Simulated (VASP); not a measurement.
Set up this calculation in VASP 6.6.1, as the native input.

```yaml
Task: density of states
Functional: PBEsol
Potentials_or_basis: VASP PAW PBE potentials, release 64 (Lu)
Cutoff: 520 eV
k_mesh: 6 × 6 × 3, shifted
Occupations: fermi-dirac, width 0.1 eV
Spin: no spin polarisation
Dipole_correction: no
k_mesh_for_the_DOS: 9 × 9 × 5
Occupations_for_the_DOS: tetrahedron
Further_INCAR_settings: ALGO = Fast; EDIFF = 1e-07
```

The system is Lu.

```
CELL_PARAMETERS angstrom
1.81221 3.10441 -0.03787
-1.82473 3.11164 -0.03993
0.00327 -0.07126 5.66910
ATOMIC_POSITIONS crystal
Lu 0.26002 0.42489 0.28100
Lu 0.63879 0.73447 0.77316
```

The cell was built by a generator and needn't be a form met in nature.

These files were run (other wordings do the same):

POSCAR

```
Lu
1.0
    1.8122057000      3.1044063300     -0.0378731800
   -1.8247349300      3.1116399500     -0.0399321400
    0.0032663800     -0.0712646300      5.6691012400
Lu
2
Direct
    0.2600170000      0.4248890000      0.2809990000
    0.6387860000      0.7344680000      0.7731560000
```

INCAR.step1

```
PREC = Accurate
ENCUT = 520
EDIFF = 1E-7
ISMEAR = -1
SIGMA = 0.1
LREAL = False
LASPH = True
NELM = 100
ALGO = Fast
ISIF = 2
LWAVE = False
LCHARG = True
GGA = PS
NBANDS = 32
```

KPOINTS.step1

```
Automatic mesh
0
Gamma
  6 6 3
  0.5 0 0
```

INCAR.step2

```
PREC = Accurate
ENCUT = 520
EDIFF = 1E-7
ISMEAR = -5
SIGMA = 0.1
LREAL = False
LASPH = True
NELM = 100
ALGO = Fast
ISIF = 2
LWAVE = False
LCHARG = False
GGA = PS
LORBIT = 11
NEDOS = 1001
ICHARG = 11
```

KPOINTS.step2

```
regular mesh
0
Gamma
  9 9 5
```

Potentials or basis: VASP PAW PBE potentials, release 64 (Lu).

Run with:

```sh
$ cat potpaw_PBE.64/Lu/POTCAR > POTCAR
$ cp INCAR.step1 INCAR
$ cp KPOINTS.step1 KPOINTS
$ mpirun -np 1 vasp_std > vasp.out
$ cp INCAR.step2 INCAR
$ cp KPOINTS.step2 KPOINTS
$ mpirun -np 1 vasp_std > vasp.out
```

Results of the run:

```yaml
Valence_electrons_inside_the_program's_atomic_spheres: Lu 23.05
```

Caveat: the k mesh is coarse (spacing up to 0.37 Å⁻¹), so the values aren't converged.

Wall time 13 min on 1 thread of Intel(R) Xeon(R) Platinum 8488C (Sapphire Rapids), on a shared host, peak memory 0.43 GiB.
